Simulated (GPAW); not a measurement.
# A Nb chain with a C atom bridging one bond: transmission at several levels, part 2 of 2

Aim: T(E), conductance and thermopower of a Nb chain with a C atom bridging one bond, and what cheaper settings cost in accuracy.

GPAW 26.7.0; GPAW LCAO, PAW setups; Landauer transmission from Green's functions with principal layers (ASE), zero bias.

So far, transmission at the Fermi level (one spin): step 2 (GPAW, dzp, PBE, GPAW) 4.46; step 3 (basis szp(dzp), PBE, GPAW) 4.49; step 4 (basis sz(dzp), PBE, GPAW) 4.47; step 5 (LDA) 4.51.

### Step 8. Mixing 0.02 (continued)

Table of transmission of the three most open eigenchannels by energy, zero at the Fermi level:

```tsv
energy (eV)	channel 1	channel 2	channel 3
-2.000	0.993	0.143	0.0984
-1.800	0.999	0.136	0.113
-1.600	0.998	0.130	0.111
-1.400	0.995	0.367	0.0701
-1.200	0.996	0.488	0.186
-1.000	0.995	0.564	0.266
-0.800	0.994	0.612	0.340
-0.600	0.992	0.644	0.412
-0.400	0.990	0.660	0.593
-0.200	0.987	0.902	0.834
0.000	0.988	0.937	0.889
0.200	0.990	0.945	0.914
0.400	0.993	0.955	0.952
0.600	0.996	0.992	0.957
0.800	0.998	0.992	0.960
1.000	0.998	0.969	0.933
1.200	0.990	0.959	0.875
1.400	0.972	0.890	0.864
1.600	0.937	0.859	0.698
1.800	0.942	0.808	0.191
2.000	0.878	0.782	5.9e-4
```

The conductance equals that of the dzp run to 0.2 %.

### Step 9. Another change of settings

A last run, with other settings again.

run.py reads:

```python
import json
import numpy as np
from ase import Atoms
from ase.transport.calculators import TransportCalculator
from gpaw import GPAW, FermiDirac
from gpaw.lcao.tools import get_lcao_hamiltonian
from scipy.linalg import eigh

# The junction with lead layers at both ends, along the third cell vector
device = Atoms(
    ['Nb', 'Nb', 'Nb', 'Nb', 'Nb', 'Nb', 'Nb', 'C', 'Nb', 'Nb', 'Nb', 'Nb', 'Nb', 'Nb', 'Nb'],
    positions=[
        [4.50000, 4.50000, 1.17500],
        [4.50000, 4.50000, 3.52500],
        [4.50000, 4.50000, 5.87500],
        [4.50000, 4.50000, 8.22500],
        [4.50000, 4.50000, 10.57500],
        [4.50000, 4.50000, 12.92500],
        [4.50000, 4.50000, 15.27500],
        [5.66857, 4.50000, 16.55000],
        [4.50000, 4.50000, 17.82500],
        [4.50000, 4.50000, 20.17500],
        [4.50000, 4.50000, 22.52500],
        [4.50000, 4.50000, 24.87500],
        [4.50000, 4.50000, 27.22500],
        [4.50000, 4.50000, 29.57500],
        [4.50000, 4.50000, 31.92500]],
    cell=[[9.0, 0.0, 0.0], [0.0, 9.0, 0.0], [0.0, 0.0, 33.1]],
    pbc=True)

# One principal layer of the lead: the first 5 atoms of the device
lead = Atoms(
    ['Nb', 'Nb', 'Nb', 'Nb', 'Nb'],
    positions=[
        [4.50000, 4.50000, 1.17500],
        [4.50000, 4.50000, 3.52500],
        [4.50000, 4.50000, 5.87500],
        [4.50000, 4.50000, 8.22500],
        [4.50000, 4.50000, 10.57500]],
    cell=[[9.0, 0.0, 0.0], [0.0, 9.0, 0.0], [0.0, 0.0, 11.75]],
    pbc=True)

settings = dict(mode='lcao', basis='dzp', xc='PBE', h=0.2,
                occupations=FermiDirac(0.1), maxiter=100,
                mixer=dict(beta=0.1, nmaxold=8, weight=100.0),
                convergence=dict(density=0.0001))
energies = np.arange(-2, 2 + 1e-9, 0.05)
eta = 0.0001
n1, n2 = 1, 1
# k and -k transmit alike, so half of the mesh across the current serves
mesh = [(i, j) for i in range(n1) for j in range(n2) if (i, j) <= (-i % n1, -j % n2)]
weights = np.array([1 if (i, j) == (-i % n1, -j % n2) else 2 for i, j in mesh]) / (n1 * n2)

# [... helper functions left out ...]
fermi_lead = ground_state(lead, (1, 1, 1), 'lead.txt')
fermi_device = ground_state(device, (1, 1, 3), 'device.txt')
# [... loop over the mesh left out, but for ...]
        # Shift the lead onto the potential of the device's first layer
        shift = ((H[:, 0, 0] - H0[:, 0, 0]) / S0[0, 0]).real.mean()
# [...]
kT = 8.617333e-5 * 300
bias = [0.1, 0.2, 0.5, 1.0, 1.5, 2.0]
# [... integrals and printing left out ...]
```

Run with:

```
$ OMP_NUM_THREADS=1 OPENBLAS_NUM_THREADS=1 python run.py
```

The program printed:

```text
basis functions: device 419, principal layer 145
Fermi level: lead -2.3989 eV, device -2.3983 eV; lead shifted by 0.2675 eV
largest coupling past the next layer 3.26e-07 eV, largest misfit of the first layer 0.201 eV
  E-E_F (eV)   T (one spin)  [channel counts left out]
    -2.000    1.2363e+00
    -1.950    1.2426e+00
    -1.900    1.2464e+00
    -1.850    1.2481e+00
    -1.800    1.2481e+00
    -1.750    1.2466e+00
    -1.700    1.2439e+00
    -1.650    1.2401e+00
    -1.600    1.2352e+00
    -1.550    1.2293e+00
    -1.500    1.2223e+00
    -1.450    1.2162e+00
    -1.400    1.7498e+00
    -1.350    1.1866e+00
    -1.300    1.4051e+00
    -1.250    1.5214e+00
[...]
1.650    3.0348e+00
     1.700    2.1727e+00
     1.750    2.2222e+00
     1.800    1.9374e+00
     1.850    1.7075e+00
     1.900    1.6514e+00
     1.950    1.6105e+00
     2.000    1.5754e+00
conductance at 300 K: 4.3407 G0 a cell; thermopower -2.746 uV/K
current from the zero-bias T(E) at 0.1 V: 33.68 uA
current from the zero-bias T(E) at 0.2 V: 67.597 uA
current from the zero-bias T(E) at 0.5 V: 166.58 uA
current from the zero-bias T(E) at 1.0 V: 314.3 uA
current from the zero-bias T(E) at 1.5 V: 453.43 uA
current from the zero-bias T(E) at 2.0 V: 586.15 uA
```

Run time: 3.6 min. Hardware: 1 thread of Arm Neoverse V1, shared host; peak memory 1.4 GiB.

The run finished. A setting was moved off its sound value on purpose, so it serves as a test and not as the result.

The fault put into the input: one k-point along the lead (lead_nz = 1).

The two runs compared:

```tsv
quantity	this run	sound run	difference
conductance (G₀)	4.3407	4.4564	-0.116
thermopower (μV/K)	-2.7457	-2.1485	-0.597
largest coupling past the next principal layer (eV)	3.263e-7	3.078e-7	1.8e-8
largest misfit of the first principal layer (eV)	0.20063	0.023846	0.177
shift that aligns the lead (eV)	0.26753	0.0085888	0.259
transmission at the Fermi level (one spin)	4.3190	4.4624	-0.143
```

One result that differs is the largest misfit of the first principal layer, 0.201 eV against 0.0238 eV.

### Step 10. What came out

* conductance: 4.46 G₀
* transmission at the Fermi level, mean of the spins: 4.46
* thermopower: -2.15 μV/K

What this shows: In the dzp basis the junction conducts 4.46 G₀ at 300 K, with T = 4.46 a spin at the Fermi level; the sz basis reaches that conductance within 10 %. At the Fermi level the three most open eigenchannels pass 0.99, 0.94 and 0.89. Measured against the first run (dzp), the nearest curve is that of dzp-LDA (r.m.s. 0.15) and the farthest that of sz (0.37). Over the compared runs wall time goes from 104 s (sz) to 233 s (dzp), on a shared host. The geometry was built from estimated bond lengths and not relaxed, so the numbers describe this model structure. The run had no spin polarisation, so a magnetic state, which chains and small molecules with open shells often have, wasn't tested. An evenly spaced straight chain is an idealisation: free chains tend to dimerise, zigzag or, where a band edge lies near the Fermi level, turn magnetic. The currents use the zero-bias T(E) throughout, which holds only while the bias is small against the distance to the nearest feature. The energy step is wider than the thermal energy, so the conductance and thermopower rest on interpolation of T(E).

[Logs are printed without paths, hosts, clocks, repeated set-up lines and the standing remarks that a program may print on its own settings, such as how far it seeks lower states.]

[Hosts, paths, dates, database ids (printed as entryN), source tags and the programs' standing remarks are cut or masked in the printed files.]
